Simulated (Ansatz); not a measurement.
**What strain does to GaP (zincblende)**

Zincblende GaP, relaxed with r2SCAN in the PAW code Ansatz. It is cubic, F-43m (No. 216); a = 5.451 Å in the conventional setting, 20.24 Å³ an atom. Ga has 4 P at 2.36 Å; P has 4 Ga at 2.36 Å.

The axes x, y and z are those of this cell:
```
Ga P
1.0
     0.00000    2.72540    2.72540
     2.72540    0.00000    2.72540
     2.72540    2.72540    0.00000
Ga P
1 1
Direct
  0.00000 0.00000 0.00000
  0.25000 0.25000 0.25000
```

Unstrained: PBE gives an indirect gap of 1.592 eV, from Γ to Γ–X (0.85 of the way from Γ); the least direct gap is 1.827 eV at Γ. The r2SCAN gap is indirect, 1.844 eV (Γ to Γ–X (0.85 of the way from Γ)), below the direct gap of 2.364 eV at Γ. With HSE06 the valence top lies at Γ and the conduction bottom at Γ–X (0.85 of the way from Γ), 2.260 eV higher; the smallest vertical gap, at Γ, is 2.799 eV. Meshes: PBE 8×8×8, r2SCAN 8×8×8, HSE06 6×6×6. Strains are changes of length per length, and xy shears are angles. After each strain the atoms were relaxed again with r2SCAN within the symmetry that the strain leaves, so tilts or polar shifts that break it weren't tested; points keep the names that they have in the unstrained zone. Calculated for a static, non-magnetic cell.

Changes of the least gap in eV (an overlap counts as a negative gap):
```
                                                      strain  volume change (%)  space group     PBE  r2SCAN   HSE06  G0W0@PBE (mesh)  energy rise, r2SCAN (meV/atom)
                                     uniaxial -3.0 % along x               -3.0        I-4m2  -0.345  -0.359  -0.352            -0.31                             8.4
                 xy shear, engineering strain (angle) +2.5 %                0.0         Imm2  -0.169  -0.180  -0.183            -0.19                             2.9
                                 uniaxial -1.5 % along [111]               -1.5          R3m  -0.116  -0.120  -0.121            -0.11                             2.7
epitaxial +1.5 % in the xy plane, free normal strain -1.27 %               +1.7        I-4m2  -0.229  -0.245  -0.235            -0.20                             4.1
```
Unstrained, G0W0@PBE with 168 empty bands, a screening cutoff of 150 eV and a 4×4×4 mesh gives 2.10 eV on its mesh; the band count follows the volume. The G0W0 figures hold for the stated bands, cutoff and mesh and aren't extrapolated.

Uniaxial -3.0 % along x, other directions held. HSE06: the gap goes from 2.260 to 1.908 eV (-0.352 eV); the edges go from Γ → Γ–X (0.85) to Γ → Γ–X (0.84); with r2SCAN the top three valence levels at Γ, degenerate before, become 1+2 from the top over 176 meV. Stress change with r2SCAN, compression positive: xx +4.42, yy +2.05, zz +2.05 GPa.

Xy shear, engineering strain (angle) +2.5 %. HSE06: the gap goes from 2.260 to 2.077 eV (-0.183 eV); the edges go from Γ → Γ–X (0.85) to Γ → X; with r2SCAN the top three valence levels at Γ, degenerate before, become 1+1+1 from the top over 197 meV. Stress change with r2SCAN, compression positive: xx +0.04, yy +0.04, zz -0.01, xy -1.83 GPa.

Uniaxial -1.5 % along [111], other directions held. HSE06: the gap goes from 2.260 to 2.139 eV (-0.121 eV); the edges go from Γ → Γ–X (0.85) to Γ → Γ–X (0.86); with r2SCAN the top three valence levels at Γ, degenerate before, become 1+2 from the top over 121 meV. Stress change with r2SCAN, compression positive: xx +1.38, yy +1.38, zz +1.38, xy +0.75, xz +0.75, yz +0.75 GPa.

Epitaxial +1.5 % in the xy plane, free normal strain -1.27 %. HSE06: the gap goes from 2.260 to 2.025 eV (-0.235 eV); the edges go from Γ → Γ–X (0.85) to Γ → Γ–X (0.84); with r2SCAN the top three valence levels at Γ, degenerate before, become 1+2 from the top over 155 meV. Stress change with r2SCAN, compression positive: xx -2.17, yy -2.17, zz -0.03 GPa.

Where an edge lies off the special points, it is a point of the mesh or the k point where a search put PBE's edge or least direct gap, reused for the other functionals, whose own edges may lie a little apart.

The meshes of the hybrids are coarse, so their gaps aren't converged to the digits shown.

The splittings at Γ are without spin-orbit coupling, which regroups them where it is of like size or larger.

With a shallow d shell on the cation, G0W0 converges slowly in bands and cutoff, so these values are in doubt.
